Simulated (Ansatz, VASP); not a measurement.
# Al64N63 (V_N): VASP beside Ansatz, part 2 of 2

One calculation is typed for both programs; each brings its own data sets. How far apart do they land? The cell is taken from a series of runs on this material, whose earlier steps may have relaxed, scaled, displaced or heated it; both programs get it as it stands.

VASP 6.6.1 and Ansatz 0.2.0.

So far. Step 2 (VASP: single point, PBEsol, pair 1): The run ends at a pressure of -1.31 GPa, with forces up to 0.015 eV/Å.

**6. VASP: single point, PBEsol, pair 2**

Level of this step: PBEsol, spin-polarised from a ferromagnetic start; plane waves and PAW (Al, N) (VASP).

The same cell, functional and mesh now go to VASP, with its own data sets.

Contents of INCAR:

```
SYSTEM = Al64N63
PREC = Accurate
ENCUT = 520
EDIFF = 1E-06
NELM = 200
ISMEAR = 0
SIGMA = 0.01
LREAL = Auto
ALGO = Normal
GGA = PS
NBANDS = 352
ISPIN = 2
MAGMOM = 0 0 -0 0 0 0 0 0 0 0 0 -0 0 0 0 0 0 -0 0 0 0 -0 0 0 0 0 0.02 0 0 0 0.02 0 0 -0 0 -0 0 0 0 0 -0 0 0 0 0 0 0 0 -0 0 -0 -0 0 0.02 0 0 -0 0 0 0 0.02 0 -0 0 0 0 0 -0 -0 0 0 0 0 0 0 -0 0 0 0 0 0 0 0 -0 0 0 -0 0 0 0 0.02 -0 0 0 0 0 0 0 0 -0 0 0 -0 0 0 0.02 0 0 0 0.04 0 0 0 0.02 0.02 -0 0 0 0 0.02 0 0 -0 0.02 0 -0 -0
LORBIT = 11
LWAVE = .FALSE.
LCHARG = .FALSE.
ISIF = 2
ISYM = 0
NUPDOWN = 1
LASPH = .TRUE.
GGA_COMPAT = .FALSE.
NCORE = 4
```

Contents of POSCAR:

```
Al64N63
1.0
   -9.3408221251      5.3929260535      9.9673535922
    9.3408221251     -5.3929260535      9.9673535922
    3.1136073087      5.3929261684     -9.9673535922
Al N
64 63
Direct
    0.2077400000      0.0413900000      0.9995300000
    0.2101300000      0.2930900000      0.2522700000
[... 3 atom lines left out ...]
    0.1677200000      0.3348300000      0.0028300000
[... 1 atom line left out ...]
    0.4166900000      0.3343300000      0.2517700000
[... 3 atom lines left out ...]
    0.4572300000      0.2890200000      0.4984600000
[... 1 atom line left out ...]
    0.1682100000      0.3341400000      0.5013600000
[... 1 atom line left out ...]
    0.4150300000      0.3299700000      0.7494200000
[... 2 atom lines left out ...]
    0.4573600000      0.5411600000      0.2482800000
    0.4574000000      0.7908200000      0.9982400000
[... 2 atom lines left out ...]
    0.4162500000      0.5822000000      0.9974600000
[... 1 atom line left out ...]
    0.2085700000      0.5419800000      0.5005900000
[... 1 atom line left out ...]
    0.4630900000      0.5380000000      0.7494600000
    0.4575300000      0.7922900000      0.4989700000
[... 2 atom lines left out ...]
    0.4222100000      0.5944500000      0.5139200000
    0.4160300000      0.8332700000      0.7494000000
    0.7079500000      0.0427000000      0.9998200000
[... 1 atom line left out ...]
    0.9584800000      0.0422800000      0.2505200000
[... 10 atom lines left out ...]
    0.6663300000      0.3325000000      0.4996400000
    0.9142900000      0.0814000000      0.4959700000
[... 1 atom line left out ...]
    0.7082000000      0.5399800000      0.0003700000
    0.7072800000      0.7902300000      0.2465600000
[... 1 atom line left out ...]
    0.9552100000      0.7900700000      0.9980700000
[... 1 atom line left out ...]
    0.6576500000      0.8298700000      0.9848300000
    0.9161100000      0.5822600000      0.9991800000
    0.9143500000      0.8319800000      0.2470600000
    0.7065500000      0.5414100000      0.5007500000
    0.7066100000      0.7919700000      0.7493900000
[... 2 atom lines left out ...]
    0.6612300000      0.5783400000      0.7494300000
[... 6 atom lines left out ...]
    0.3083800000      0.3936400000      0.2599600000
[... 2 atom lines left out ...]
    0.2614900000      0.1779600000      0.2494300000
[... 8 atom lines left out ...]
    0.2662600000      0.4313600000      0.5040700000
[... 5 atom lines left out ...]
    0.0107800000      0.9281500000      0.2489900000
[... 4 atom lines left out ...]
    0.2999400000      0.6372800000      0.4973500000
[... 3 atom lines left out ...]
    0.2614200000      0.6784000000      0.7494100000
[... 6 atom lines left out ...]
    0.5112000000      0.4285800000      0.2498300000
[... 3 atom lines left out ...]
    0.5523300000      0.3842300000      0.4978100000
[... 3 atom lines left out ...]
    0.5116100000      0.4226400000      0.7494300000
[... 3 atom lines left out ...]
    0.5520000000      0.8893300000      0.0014600000
    0.8039500000      0.6358300000      0.0010300000
    0.7978400000      0.8830900000      0.2388700000
    0.5116000000      0.6767200000      0.9947900000
[... 1 atom line left out ...]
    0.7614700000      0.6779400000      0.2494000000
    0.7635700000      0.9313800000      0.0014100000
[... 3 atom lines left out ...]
    0.5115700000      0.6794000000      0.4973900000
    0.5116100000      0.9287700000      0.7494000000
    0.7565200000      0.6766200000      0.7494200000
    0.7615900000      0.9275800000      0.4977100000
```

Contents of KPOINTS:

```
Points of the shifted mesh
1
Reciprocal
 0.2500000000  0.2500000000  0.2500000000 1
```

PAW data sets: Al and N (PBE family, release 64).

Run with:

```
$ mpirun -np 16 vasp_std
```

Numbers of over 12 decimals in the logs are rounded to 6 here.

Output:

```text
[banner, memory and clock lines left out]
running   16 mpi-ranks, on    1 nodes
[...]
[... a notice as in an earlier step ...]

 LDA part: xc-table for (Slater+PW92), standard interpolation
 POSCAR, INCAR and KPOINTS ok, starting setup
[...]
entering main loop
       N       E                     dE             d eps       ncg     rms          rms(c)
DAV:   1     0.206959343725E+04    0.20696E+04   -0.23440E+05  1408   0.130E+03
DAV:   2    -0.888784368360E+03   -0.29584E+04   -0.28257E+04  1736   0.265E+02
DAV:   3    -0.112454377721E+04   -0.23576E+03   -0.23374E+03  1704   0.774E+01
DAV:   4    -0.112821025524E+04   -0.36665E+01   -0.36531E+01  1688   0.105E+01
[...]
DAV:  14    -0.987747608652E+03   -0.63334E-05   -0.38168E-05  1624   0.121E-02    0.173E-02
DAV:  15    -0.987747607578E+03    0.10741E-05   -0.81815E-06  1688   0.564E-03    0.779E-03
DAV:  16    -0.987747608055E+03   -0.47666E-06   -0.40343E-06  1472   0.345E-03
   1 F= -.98774761E+03 E0= -.98774761E+03  d E =-.521190E-13  mag=     1.0000
```

Parts of OUTCAR (step 6):

```text
 magnetization (x)
# of ion       s       p       d       tot
------------------------------------------
    1        0.000   0.000   0.000   0.000
    2       -0.000   0.000   0.000   0.000
    3       -0.000  -0.000   0.000  -0.000
    4        0.000   0.000   0.000   0.000
    5        0.000   0.000   0.000   0.000
    6        0.000   0.000   0.000   0.000
[...]
125        0.000   0.001   0.000   0.001
  126       -0.000  -0.002   0.000  -0.002
  127       -0.000  -0.000   0.000  -0.000
--------------------------------------------------
tot          0.120   0.227   0.000   0.347
```

The run ends at a pressure of -0.08 GPa, with forces up to 0.013 eV/Å.

**7. Differences**

What differs besides the data sets and the points named for the pairs above, as far as they apply: VASP starts from the moments at which Ansatz ended; the cutoff is 500 eV in Ansatz and 520 eV in VASP (PREC = Accurate, projectors in real space). Total energies have different zeros and are not compared.

Both answers:

```csv
quantity,Ansatz,VASP,difference
"total moment, fixed by the input (μB)",1.00,1.00,0.00
```

At this near-relaxed geometry the largest component of a force difference is 5 meV/Å.

**8. Results**

```yaml
difference_in_gap_on_the_k_mesh_single_point_pbesol_pair_1: -0.0042 eV
difference_in_total_moment_fixed_by_the_input_single_point_pbesol_pair_2: 0 μB
```

In words: The difference in gap on the k mesh is -0.0042 eV (single point, PBEsol, pair 1), within the 0.08 eV picked in this series as the mark of a large difference. How closely two codes agree says nothing of how well the functional describes the real material.

[Lines on the potential files, build, host, timing and source positions are cut from VASP's logs without a mark.]

[Logs are printed without paths, hosts, clocks, repeated set-up lines and the standing remarks that a program may print on its own settings, such as how far it seeks lower states.]

[Hosts, paths, dates, database ids (printed as entryN), source tags and the programs' standing remarks are cut or masked in the printed files.]
